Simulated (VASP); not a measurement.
# ZnPt: interstitial B from one void to a neighbouring one, part 2 of 4

How hard is this move in ZnPt: interstitial B from one void to a neighbouring one? Both ends are relaxed first, then a band of images between them. The start is a cell from a database of measured crystal structures.

VASP 6.6.1, plane waves and PAW; the level of theory is named at each step.

So far. Step 2 (Relax the host): The run ended after 3 ionic steps, 0.018 eV below its first step, once forces and stress met EDIFFG = -0.02.

### Step 3. Relax the start

This step: PBEsol; plane waves and PAW (Pt, Zn, B) (VASP 6.6.1).

System of this step: Zn12BPt12. The cell holds 25 atoms: 12 Pt, 12 Zn and 1 B. Its edges and angles: a = 6.336 Å, b = 8.501 Å, c = 6.947 Å, α = 90.0°, β = 90.0°, γ = 63.4°. It derives from ZnPt. Nearest the centre at fractional (0.000, 0.167, 0.250): B25 at 1.05 Å, Zn19 at 1.40 Å, Zn13 at 1.41 Å, Pt1 at 2.23 Å, Pt2 at 2.24 Å, Pt3 at 2.24 Å, Pt4 at 2.25 Å, Zn15 at 3.15 Å.

A path needs two true minima; the start is relaxed with symmetry off.

Contents of INCAR:

```
SYSTEM = Zn12BPt12
PREC = Normal
ENCUT = 320
EDIFF = 1E-05
NELM = 120
ISMEAR = 1
SIGMA = 0.15
LREAL = Auto
ALGO = Fast
GGA = PS
LORBIT = 11
LWAVE = .FALSE.
LCHARG = .FALSE.
KPAR = 3
IBRION = 2
NSW = 60
ISIF = 2
EDIFFG = -0.05
POTIM = 0.4
MAXMIX = 40
ISYM = 0
```

Contents of POSCAR:

```
Zn12BPt12
1.0
    5.6674863488      2.8337431744      0.0000000000
    0.0000000000      8.5012295232      0.0000000000
    0.0000000000      0.0000000000      6.9465166558
Pt Zn B
12 12 1
Direct
    0.0012195325      0.0015264287      0.0009513749
   -0.0045987133      0.0036628454      0.5012851753
   -0.0018948550      0.3353320906      0.0010496553
    0.0010379646      0.3330542113      0.5015740637
   -0.0025988738      0.6671496959     -0.0013880894
    0.0021132692      0.6660556939      0.4991579758
    0.4972407222      0.1669813553      0.0000234425
    0.4990274245      0.1700352742      0.5028985011
    0.4904325752      0.4987450474     -0.0005031935
    0.4985101317      0.5009992395      0.5006257005
    0.5074736440      0.8282259776     -0.0010871780
    0.5072087394      0.8324518542      0.5019090529
    0.2481861222      0.0800606961      0.2504821546
    0.2503847000      0.0803176305      0.7480328942
    0.2497457650      0.4145287882      0.2497170669
    0.2503369502      0.4166380702      0.7485423150
    0.2520952783      0.7513981340      0.2509237675
    0.2471125463      0.7526837704      0.7485562835
    0.7531024711      0.2464443550      0.2526328799
    0.7499291980      0.2470857929      0.7490962392
    0.7501909216      0.5839114619      0.2471721420
    0.7460921898      0.5851054794      0.7486561621
    0.7508310761      0.9181764876      0.2452529089
    0.7508977106      0.9192485354      0.7491433783
   -0.0028612846      0.0443901577      0.2507297082
```

Contents of KPOINTS:

```
Automatic mesh
0
Gamma
3 3 3
0 0 0
```

The projector-augmented-wave data sets are Pt, Zn and B (PBE family, release 64).

The run is started by

```sh
$ mpirun -np 3 vasp_std
```

What it wrote:

```text
[banner, memory and clock lines left out]
running    3 mpi-ranks, on    1 nodes
 distrk:  each k-point on    1 cores,    3 groups
 distr:  one band on    1 cores,    1 groups

 POSCAR found type information on POSCAR PtZnB
 POSCAR found :  3 types and      25 ions
 [... a notice as in an earlier step ...]

 LDA part: xc-table for (Slater+PW92), standard interpolation
 POSCAR, INCAR and KPOINTS ok, starting setup
 FFT: planning ... GRIDC
 FFT: planning ... GRID_SOFT
 FFT: planning ... GRID
 WAVECAR not read
 entering main loop
       N       E                     dE             d eps       ncg     rms          rms(c)
DAV:   1     0.240942904794E+04    0.24094E+04   -0.83342E+04  4488   0.166E+03
DAV:   2     0.268221889062E+03   -0.21412E+04   -0.20404E+04  4480   0.462E+02
DAV:   3    -0.102266504771E+03   -0.37049E+03   -0.33848E+03  4624   0.168E+02
DAV:   4    -0.125640592250E+03   -0.23374E+02   -0.22684E+02  4976   0.475E+01
DAV:   5    -0.126141934328E+03   -0.50134E+00   -0.49939E+00  4808   0.600E+00    0.479E+01
RMM:   6    -0.118002263504E+03    0.81397E+01   -0.24600E+01  4480   0.164E+01    0.231E+01
RMM:   7    -0.117502805370E+03    0.49946E+00   -0.28228E+00  4480   0.478E+00    0.775E+00
RMM:   8    -0.117396752190E+03    0.10605E+00   -0.71696E-01  4486   0.268E+00    0.280E+00
RMM:   9    -0.117355597873E+03    0.41154E-01   -0.14701E-01  4506   0.161E+00    0.511E-01
RMM:  10    -0.117354470028E+03    0.11278E-02   -0.27582E-02  4498   0.434E-01    0.298E-01
RMM:  11    -0.117354223383E+03    0.24664E-03   -0.55746E-03  4564   0.206E-01    0.176E-01
RMM:  12    -0.117354196568E+03    0.26815E-04   -0.17431E-03  4510   0.116E-01    0.668E-02
RMM:  13    -0.117354196664E+03   -0.95741E-07   -0.51954E-04  4729   0.659E-02    0.401E-02
RMM:  14    -0.117354203792E+03   -0.71283E-05   -0.16420E-04  4818   0.347E-02    0.257E-02
RMM:  15    -0.117354202366E+03    0.14267E-05   -0.36149E-05  3079   0.168E-02
   1 F= -.11735420E+03 E0= -.11735225E+03  d E =-.117354E+03
 curvature:   0.00 expect dE= 0.000E+00 dE for cont linesearch  0.000E+00
 trial: gam= 0.00000 g(F)=  0.798E+01 g(S)=  0.000E+00 ort = 0.000E+00 (trialstep = 0.100E+01)
 search vector abs. value=  0.798E+01
 bond charge predicted
       N       E                     dE             d eps       ncg     rms          rms(c)
DAV:   1    -0.116609983038E+03    0.74422E+00   -0.20150E+03  4528   0.123E+02    0.825E+00
RMM:   2    -0.119935401376E+03   -0.33254E+01   -0.36837E+01  4480   0.213E+01    0.436E+00
RMM:   3    -0.120212792189E+03   -0.27739E+00   -0.53461E+00  4630   0.772E+00    0.305E+00
RMM:   4    -0.120281610011E+03   -0.68818E-01   -0.13322E+00  4784   0.340E+00    0.169E+00
RMM:   5    -0.120280218266E+03    0.13917E-02   -0.30033E-01  4693   0.169E+00    0.765E-01
RMM:   6    -0.120285216918E+03   -0.49987E-02   -0.92422E-02  4852   0.864E-01    0.291E-01
RMM:   7    -0.120286459982E+03   -0.12431E-02   -0.18385E-02  4892   0.361E-01    0.154E-01
RMM:   8    -0.120286763175E+03   -0.30319E-03   -0.48315E-03  4922   0.159E-01    0.915E-02
RMM:   9    -0.120286772629E+03   -0.94540E-05   -0.60124E-04  4789   0.673E-02    0.297E-02
RMM:  10    -0.120286769318E+03    0.33116E-05   -0.14919E-04  4165   0.311E-02    0.159E-02
RMM:  11    -0.120286771271E+03   -0.19537E-05   -0.43301E-05  3147   0.170E-02
   2 F= -.12028677E+03 E0= -.12028906E+03  d E =-.293257E+01
[... from here on, the cycles between the ionic steps are left out ...]
   3 F= -.12034148E+03 E0= -.12034324E+03  d E =-.298728E+01
   4 F= -.12034215E+03 E0= -.12034396E+03  d E =-.298795E+01
   5 F= -.12053482E+03 E0= -.12053622E+03  d E =-.192675E+00
   6 F= -.12058909E+03 E0= -.12059007E+03  d E =-.246937E+00
   7 F= -.12062859E+03 E0= -.12062978E+03  d E =-.395047E-01
   8 F= -.12063344E+03 E0= -.12063473E+03  d E =-.443570E-01
   9 F= -.12065030E+03 E0= -.12065162E+03  d E =-.168527E-01
  10 F= -.12065031E+03 E0= -.12065163E+03  d E =-.168656E-01
  11 F= -.12066201E+03 E0= -.12066324E+03  d E =-.116975E-01
  12 F= -.12066432E+03 E0= -.12066549E+03  d E =-.140156E-01
  13 F= -.12066978E+03 E0= -.12067100E+03  d E =-.545745E-02
  14 F= -.12067234E+03 E0= -.12067361E+03  d E =-.801966E-02
  15 F= -.12067222E+03 E0= -.12067357E+03  d E =-.789106E-02
  16 F= -.12067316E+03 E0= -.12067446E+03  d E =-.883313E-02
  17 F= -.12067618E+03 E0= -.12067750E+03  d E =-.301850E-02
  18 F= -.12067623E+03 E0= -.12067754E+03  d E =-.306776E-02
  19 F= -.12067857E+03 E0= -.12067986E+03  d E =-.234508E-02
  20 F= -.12067857E+03 E0= -.12067985E+03  d E =-.234412E-02
 curvature:  -1.84 expect dE=-0.223E-02 dE for cont linesearch -0.154E-06
 trial: gam= 0.32690 g(F)=  0.121E-02 g(S)=  0.000E+00 ort =-0.291E-04 (trialstep = 0.139E+01)
 search vector abs. value=  0.227E-02
 bond charge predicted
       N       E                     dE             d eps       ncg     rms          rms(c)
DAV:   1    -0.120679412809E+03   -0.84276E-03   -0.74981E-01  4480   0.225E+00    0.585E-02
RMM:   2    -0.120679925149E+03   -0.51234E-03   -0.46337E-03  4480   0.234E-01    0.868E-02
RMM:   3    -0.120679840274E+03    0.84874E-04   -0.75596E-04  4484   0.857E-02    0.320E-02
RMM:   4    -0.120679863801E+03   -0.23526E-04   -0.40203E-04  4467   0.521E-02    0.467E-02
RMM:   5    -0.120679843203E+03    0.20598E-04   -0.57963E-05  3842   0.263E-02    0.243E-02
RMM:   6    -0.120679836587E+03    0.66156E-05   -0.48078E-05  3520   0.184E-02
  21 F= -.12067984E+03 E0= -.12068110E+03  d E =-.126725E-02
 trial-energy change:   -0.001267  1 .order   -0.001213   -0.001680   -0.000746
 step:   2.1221(harm=  2.5080)  dis= 0.00746  next Energy=  -120.680039 (dE=-0.147E-02)
 reached required accuracy - stopping structural energy minimisation
```

It took 16 min on 3 MPI ranks of Intel Xeon Platinum 8259CL at 2.50GHz (Skylake/Cascade Lake), shared host; peak memory 1.1 GiB; 49 min of CPU time.

OUTCAR, selected parts (step 3):

```text
 Found     14 irreducible k-points:

   k-points           NKPTS =     14   k-points in BZ     NKDIM =     14   number of bands    NBANDS=    160

   dimension x,y,z NGX =    28 NGY =   40 NGZ =   30
   dimension x,y,z NGXF=    56 NGYF=   80 NGZF=   60

   ENCUT  =  320.0 eV  23.52 Ry    4.85 a.u.   9.24 12.40 10.13*2*pi/ulx,y,z

   NELECT =     267.0000    total number of electrons

 E-fermi :   8.0953

 k-point     1 :       0.0000    0.0000    0.0000
  band No.  band energies     occupation
    ...
    131       6.8765      2.00000
    132       7.0352      2.00000
    133       7.2255      2.00000
    134       7.4589      2.00000
    135       7.8294      2.03099
    136       8.2957     -0.06765
    137       8.5271     -0.00036
    138       8.8444     -0.00000
    139       8.9620     -0.00000
    140       9.1240     -0.00000
    ...

 k-point     2 :       0.3333    0.0000    0.0000
  band No.  band energies     occupation
    ...
    131       6.5244      2.00000
    132       6.8084      2.00000
    133       7.0177      2.00000
    134       7.3764      2.00000
    135       8.0571      1.41588
    136       8.3194     -0.05580
    137       8.7166     -0.00000
    138       9.0817     -0.00000
    139       9.4573     -0.00000
    140       9.7812     -0.00000
    ...

  Total       12.6919206     12.2206445     16.3362799     -0.3801215     -0.0573346     -0.0327237
  in kB       60.7573220     58.5012826     78.2031853     -1.8196747     -0.2744655     -0.1566513
  external PRESSURE =      65.8205966 kB  Pullay stress =       0.0000000 kB

  energy-cutoff  :      320.00
  volume of cell :      334.69
      direct lattice vectors                 reciprocal lattice vectors
     5.667486349  2.833743174  0.000000000     0.176445065  0.000000000  0.000000000
     0.000000000  8.501229523  0.000000000    -0.058815022  0.117630044  0.000000000
     0.000000000  0.000000000  6.946516656     0.000000000  0.000000000  0.143957043

 POSITION                                       TOTAL-FORCE (eV/Angst)
 -----------------------------------------------------------------------------------
      5.66289      2.84243      6.73193        -0.000988      0.003389     -0.025175
      5.66168      2.83937      3.68748        -0.004128      0.007983     -0.010601
      0.01064      2.86458      0.01755        -0.005774     -0.023772      0.000106
      0.01046      2.86183      3.44994         0.001302     -0.009075      0.018443
      5.64953      8.49268      6.94222         0.009993     -0.006063      0.019559
      5.64955      8.49094      3.47635         0.009665      0.002939     -0.018512
      2.85209      2.87027      6.91360        -0.004755     -0.004506      0.014699
      2.84995      2.86999      3.50396         0.012758      0.002810     -0.017038
      2.82776      5.68026      6.92249         0.009083      0.013002     -0.002386
      2.82745      5.67959      3.49622         0.005652      0.012921     -0.011762
      2.81476      8.49340      6.93998        -0.001041      0.005649     -0.003627
      2.81212      8.49174      3.47608         0.005236      0.009325      0.006536
      1.54169      1.55809      1.73350        -0.021378     -0.011244      0.004395
      1.46894      1.49561      5.20852        -0.007339      0.001238     -0.002741
      1.42620      4.27260      1.73463        -0.040258     -0.024124      0.004942
      1.40663      4.26182      5.20888        -0.022609      0.018927     -0.001642
      1.49856      6.97504      1.73504         0.020447      0.020839      0.002847
      1.45583      7.02909      5.20946        -0.006574     -0.004006     -0.000730
      4.13804      4.37437      1.73479         0.006494      0.003240      0.004334
      4.22387      4.35187      5.20843        -0.010132     -0.028114     -0.001355
      4.23727      7.09621      1.73489         0.029700      0.010413      0.005358
      4.24635      7.08647      5.20841         0.025452      0.016562     -0.004137
      4.16014      9.83141      1.73768        -0.013578     -0.003986     -0.008367
      4.18147      9.85169      5.20856         0.004705      0.011368     -0.001127
      0.01364      0.04176      1.73556        -0.001932     -0.025713      0.027982
 -----------------------------------------------------------------------------------
    total drift:                                0.045072     -0.073874      0.038862

  FREE ENERGIE OF THE ION-ELECTRON SYSTEM (eV)
  ---------------------------------------------------
  free  energy   TOTEN  =      -120.6798365874 eV

  energy  without entropy=     -120.6836242086  energy(sigma->0) =     -120.68109913

 total charge
# of ion       s       p       d       tot
------------------------------------------
    1        0.706   0.742   8.155   9.603
    2        0.705   0.741   8.155   9.602
    3        0.642   0.562   8.182   9.386
    4        0.642   0.561   8.182   9.385
    5        0.644   0.564   8.182   9.390
    6        0.644   0.563   8.182   9.389
    7        0.649   0.578   8.194   9.420
    8        0.649   0.578   8.194   9.420
    9        0.668   0.614   8.194   9.476
   10        0.668   0.614   8.193   9.475
   11        0.647   0.575   8.192   9.414
   12        0.647   0.575   8.192   9.414
   13        0.569   0.574   9.787  10.931
   14        0.564   0.563   9.795  10.922
   15        0.552   0.550   9.787  10.890
   16        0.556   0.548   9.789  10.894
   17        0.569   0.570   9.786  10.924
   18        0.571   0.574   9.794  10.939
   19        0.571   0.572   9.786  10.929
   20        0.571   0.574   9.794  10.939
   21        0.553   0.550   9.788  10.891
   22        0.556   0.547   9.789  10.892
   23        0.561   0.566   9.787  10.914
   24        0.566   0.567   9.796  10.928
   25        0.765   1.151   0.000   1.916
--------------------------------------------------
tot         15.436  15.174 215.674 246.283

[... 1 part as in an earlier step ...]

[... 7 further parts left out ...]
```

This run has no spin polarisation. Its electron count is odd, so without a moment it is a metal by construction.

Relaxation path:

```tsv
step	energy less that of the first step (eV)	largest force (eV/Å)
1	0.0000	7.5222
2	-2.9326	1.3147
3	-2.9873	1.1202
4	-2.9879	1.1388
5	-3.1806	0.5045
6	-3.2349	0.6330
7	-3.2744	0.3217
8	-3.2792	0.5319
9	-3.2961	0.3683
10	-3.2961	0.3301
11	-3.3078	0.1525
12	-3.3101	0.1377
13	-3.3156	0.0815
14	-3.3181	0.0905
15	-3.3180	0.1867
16	-3.3190	0.1271
17	-3.3220	0.2336
18	-3.3220	0.1910
19	-3.3244	0.0603
20	-3.3244	0.0608
21	-3.3256	0.0472
```

The atoms that moved most (Å):

```tsv
atom	dx	dy	dz	length
B25	0.030	-0.328	-0.006	0.329
Pt1	-0.012	-0.008	-0.221	0.222
Zn13	0.135	0.174	-0.006	0.221
Pt2	0.020	-0.012	0.205	0.207
Zn19	-0.130	0.145	-0.020	0.196
Zn17	0.070	-0.127	-0.008	0.145
Zn23	-0.095	-0.102	0.034	0.144
Zn20	-0.026	0.126	0.005	0.129
```

The relaxed structure:

```
Pt Zn B
1.0
     5.66749    2.83374    0.00000
     0.00000    8.50123    0.00000
     0.00000    0.00000    6.94652
Pt Zn B
12 12 1
Direct
  0.99919 0.00129 0.96911
  0.99898 0.00100 0.53084
  0.00188 0.33633 0.00253
  0.00184 0.33602 0.49664
  0.99683 0.66672 0.99938
  0.99684 0.66651 0.50045
  0.50324 0.16988 0.99526
  0.50286 0.16998 0.50442
  0.49894 0.50185 0.99654
  0.49889 0.50179 0.50330
  0.49665 0.83353 0.99906
  0.49619 0.83349 0.50041
  0.27202 0.09260 0.24955
  0.25919 0.08953 0.74980
  0.25165 0.41870 0.24971
  0.24819 0.41859 0.74985
  0.26441 0.73234 0.24977
  0.25687 0.74121 0.74994
  0.73014 0.27118 0.24974
  0.74528 0.26348 0.74979
  0.74765 0.58551 0.24975
  0.74925 0.58383 0.74979
  0.73404 0.91179 0.25015
  0.73780 0.91292 0.74981
  0.00241 0.00411 0.24985
```

Numbers from this step:

```yaml
electronic_cycles: 151
electrons: 267
free_energy_toten: -120.6798 eV
energy_at_zero_smearing: -120.6811 eV
fermi_energy: 8.095 eV
```

The run ended after 21 ionic steps, 3.326 eV below its first step, once the forces on the free atoms met EDIFFG = -0.05.

(Continued in part 3 of 4.)

[Lines on the potential files, build, host, timing and source positions are cut from VASP's logs without a mark.]

[Logs are printed without paths, hosts, clocks, repeated set-up lines and the standing remarks that a program may print on its own settings, such as how far it seeks lower states.]

[Hosts, paths, dates, database ids (printed as entryN), source tags and the programs' standing remarks are cut or masked in the printed files.]

[Runs that stopped without an error message from VASP are left out.]
